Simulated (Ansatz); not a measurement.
**LiH: H vacancy**

Computed with DFT PBE, scalar-relativistic, plane waves, PAW in Ansatz 0.2.0. (420 eV cutoff, 4×4×4 k-mesh, shifted by half a step, Gaussian smearing of 0.01 eV, collinear spin in charge 0 alone)

Host crystal, relaxed:

```
Li H
1.0
     0.00000    2.00355    2.00355
     2.00355    0.00000    2.00355
     2.00355    2.00355    0.00000
Li H
1 1
Direct
  0.00000 0.00000 0.00000
  0.50000 0.50000 0.50000
```

Supercell of 32 atoms, rows in host cell vectors: 1 -3 1; -3 1 1; 1 1 -3. Atoms relax at the host's cell, keeping the symmetry that the supercell leaves at the site. The cell is small, so energies carry finite-size errors of tenths of an eV. The host's Kohn–Sham gap is 2.98 eV.

Defect: H vacancy, charge 0.

Command:

```bash
ansatz run input.yaml --threads 4 --pin off --max-ram 8192MiB --backend cpu --events-out ev --progress --plain --runs-dir out
```

The input:

```yaml
crystal:
  lattice:
    - [-4.0071000518, 4.0071000518, -4.0071000518]
    - [4.0071000518, -4.0071000518, -4.0071000518]
    - [-4.0071000518, -4.0071000518, 4.0071000518]
  atoms:
    - { symbol: Li, position: [0.0, 0.25, 0.75], spin: 0.167 }
    - { symbol: Li, position: [0.75, 0.25, 1.0] }
    - { symbol: Li, position: [0.5, 0.25, 0.25], spin: 0.167 }
    - { symbol: Li, position: [0.25, 0.0, 0.75] }
    - { symbol: Li, position: [0.25, 0.25, 0.5] }
    - { symbol: Li, position: [1.0, 1.0, 1.0] }
    - { symbol: Li, position: [0.75, 0.0, 0.25], spin: 0.167 }
    - { symbol: Li, position: [0.5, 0.75, 0.75] }
    - { symbol: Li, position: [0.5, 0.0, 0.5], spin: 0.167 }
    - { symbol: Li, position: [0.25, 0.75, 1.0] }
    - { symbol: Li, position: [0.0, 0.75, 0.25] }
    - { symbol: Li, position: [0.75, 0.5, 0.75], spin: 0.167 }
    - { symbol: Li, position: [0.75, 0.75, 0.5] }
    - { symbol: Li, position: [0.5, 0.5, 1.0] }
    - { symbol: Li, position: [0.25, 0.5, 0.25] }
    - { symbol: Li, position: [0.0, 0.5, 0.5], spin: 0.167 }
    - { symbol: H, position: [0.5, 0.25, 0.75] }
    - { symbol: H, position: [0.25, 0.25, 0.0] }
    - { symbol: H, position: [0.0, 0.0, 0.5] }
    - { symbol: H, position: [0.0, 0.25, 0.25] }
    - { symbol: H, position: [0.75, 0.0, 0.75] }
    - { symbol: H, position: [0.5, 0.0, 0.0] }
    - { symbol: H, position: [0.25, 0.75, 0.5] }
    - { symbol: H, position: [0.25, 0.0, 0.25] }
    - { symbol: H, position: [0.0, 0.75, 0.75] }
    - { symbol: H, position: [0.75, 0.75, 0.0] }
    - { symbol: H, position: [0.5, 0.5, 0.5] }
    - { symbol: H, position: [0.5, 0.75, 0.25] }
    - { symbol: H, position: [0.25, 0.5, 0.75] }
    - { symbol: H, position: [0.0, 0.5, 0.0] }
    - { symbol: H, position: [0.75, 0.5, 0.25] }
  host:
    lattice:
      - [0.0, 2.0035500259, 2.0035500259]
      - [2.0035500259, 0.0, 2.0035500259]
      - [2.0035500259, 2.0035500259, 0.0]
    atoms:
      - { symbol: Li, position: [0.0, 0.0, 0.0] }
      - { symbol: H, position: [0.5, 0.5, 0.5] }
basis:
  ecutwfc: 420
  xc_grid: 2
kpoints:
  mp_grid: { grid: [4, 4, 4], shift: [0.5, 0.5, 0.5] }
hamiltonian:
  xc: pbe
scf:
  occupations: { method: gaussian, width: 0.01 }
output:
  forces: true
  stress: false
  eigenvalues: true
  populations: true
  charged_corrections:
    defect_position: [0.75, 0.25, 0.5]
    epsilon: [[14.9362, 0.0, 0.0], [0.0, 14.9362, 0.0], [0.0, 0.0, 14.9362]]
  write_density: true
  write_potential: true
  elf: true
  volumetric_format: npy
magnetization:
  spin_polarized: true
relax:
  adjacent_minimum: "off"
  f_tol: 0.025
  max_steps: 45
```

From the output:

```
Warning: RAYON_NUM_THREADS=4 ignored (pool sized by the plan → 4); use --threads N
Crystal: 31 atoms, lattice volume = 257.366 Å³
Basis set: ecut = 420 eV, 5017 PW (Γ), exchange–correlation on 96×96×96 points (8 copies of the dense FFT grid, shifted against one another)
Bands: 64, of which v1, the nominal top of the filled ones, is band 32 counted from 1 (31 counted from 0)
Symmetry: 48 space group operations
Space group: Im-3m (ITA 229), of the structure as read, at distance tolerance 6.4e-5 Å
k-points: 6 of 64
relax step   1: F+E_penalty+E_count = -3524.95829279 eV  Δ(F+E_penalty+E_count) = +0.000e0 eV  max|allowed force component| = 2.330e-1 eV/Å  Δτ_max = 0.0000 Å
relax step   2: F+E_penalty+E_count = -3524.94206780 eV  Δ(F+E_penalty+E_count) = +1.622e-2 eV  max|allowed force component| = 2.345e-1 eV/Å  Δτ_max = 0.1056 Å
relax step   3: F+E_penalty+E_count = -3524.99217795 eV  Δ(F+E_penalty+E_count) = -3.389e-2 eV  max|allowed force component| = 1.298e-2 eV/Å  Δτ_max = 0.0514 Å
SCF converged after 7 iterations
Free energy (F): -3524.992178 eV
E sigma→0 (E₀):  -3524.992178 eV
Fermi energy:    3.408473 eV
```

The relaxation gained 0.03 eV in 3 steps. Time: 17 s on 4 threads of Arm Neoverse V1, on a shared host, peak memory 0.81 GiB.